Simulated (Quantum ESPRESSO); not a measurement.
A run of Quantum ESPRESSO 7.5 is set up as follows.

Contents of pw.in:

```
&CONTROL
  calculation = 'scf'
  prefix = 'pwscf'
  outdir = './tmp'
  pseudo_dir = './pseudo'
  tprnfor = .true.
  tstress = .true.
  disk_io = 'low'
/
&SYSTEM
  ibrav = 0
  celldm(1) = 8
  nat = 3
  ntyp = 2
  ecutwfc = 45
  ecutrho = 360
  nbnd = 21
  occupations = 'smearing'
  smearing = 'fd'
  degauss = 0.00367493
/
&ELECTRONS
  conv_thr = 6d-10
  electron_maxstep = 120
  mixing_beta = 0.5
/
ATOMIC_SPECIES
Ti    47.8670 ti_pbesol_v1.4.uspp.F.UPF
C     12.0110 c_pbesol_v1.2.uspp.F.UPF
CELL_PARAMETERS alat
  0.3639372003499   0.2101192405806   1.1370883310493
 -0.3639372003499   0.2101192405806   1.1370883310493
  0.0000000000000  -0.4202384811848   1.1370883310493
ATOMIC_POSITIONS crystal
Ti     0.7545021700    0.7545021700    0.7545021700
Ti     0.2454978300    0.2454978300    0.2454978300
C      0.5000000000    0.5000000000    0.5000000000
K_POINTS automatic
10 10 10 0 0 0
```

The input pp_density.in:

```
&INPUTPP
  prefix = 'pwscf'
  outdir = './tmp'
  filplot = 'density.dat'
  plot_num = 0
/
&PLOT
  nfile = 1
  filepp(1) = 'density.dat'
  iflag = 3
  output_format = 6
  fileout = 'density.cube'
/
```

File pp_potential.in:

```
&INPUTPP
  prefix = 'pwscf'
  outdir = './tmp'
  filplot = 'potential.dat'
  plot_num = 11
/
&PLOT
  nfile = 1
  filepp(1) = 'potential.dat'
  iflag = 3
  output_format = 6
  fileout = 'potential.cube'
/
```

Potentials or basis: GBRV 1.5 PBEsol.

Launch:

```bash
$ OMP_NUM_THREADS=1 mpirun -n 2 pw.x -nk 2 -in pw.in > pw.out
$ OMP_NUM_THREADS=1 mpirun -n 1 pp.x -in pp_density.in > pp_density.out
$ OMP_NUM_THREADS=1 mpirun -n 1 pp.x -in pp_potential.in > pp_potential.out
```

Task: What does it give for the band gap on the k mesh?

Result: None (metal or under the smearing width).

Task: What does it give for the pressure?

Result: -4.7 GPa.

Task: What does it give for the largest force?

Result: 0.184 eV/Å.

Forces on the atoms (eV/Å):
```
Ti   0.000  0.000  0.184
Ti   0.000  0.000 -0.184
C    0.000  0.000  0.000
```
